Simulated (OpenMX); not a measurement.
Crystal: HfO2.

```
Hf O
1.0
     0.00000    2.55750    2.55750
     2.55750    0.00000    2.55750
     2.55750    2.55750    0.00000
Hf O
1 2
Direct
  0.00000 0.00000 0.00000
  0.75000 0.75000 0.75000
  0.25000 0.25000 0.25000
```

Measurements of this composition are mostly on another form, of space group No. 14.

Base run:

```yaml
Program: OpenMX 3.8.5
Functional: PBE
Potentials_or_basis: OpenMX 2013 PBE set, Hf7.0-s3p2d2f2, O6.0-s3p2d2, grid cutoff 400 Ry
k_mesh: 9 × 9 × 9
Occupations: fermi-dirac, width 0.05 eV
Spin: no spin polarisation
```

Its results: band gap on the k mesh 3.90 eV, indirect (least direct gap 4.01 eV); pressure -7.0 GPa.

Question: The run is repeated on the same cell with these changes: potentials or basis from OpenMX 2013 PBE set, Hf7.0-s3p2d2f2, O6.0-s3p2d2, grid cutoff 400 Ry to OpenMX 2013 PBE set, Hf7.0-s3p2d2, O6.0-s2p2, grid cutoff 400 Ry. What comes out?

Answer: Band gap on the k mesh 3.59 eV, indirect (least direct gap 3.74 eV); pressure -2.1 GPa.

Caveats: spin-orbit coupling is left out, which moves the levels of the heavy elements; the basis of atomic orbitals isn't converged, which shifts pressures, moduli and gaps; the mesh misses the band edges, which the band path finds closer together (some runs).
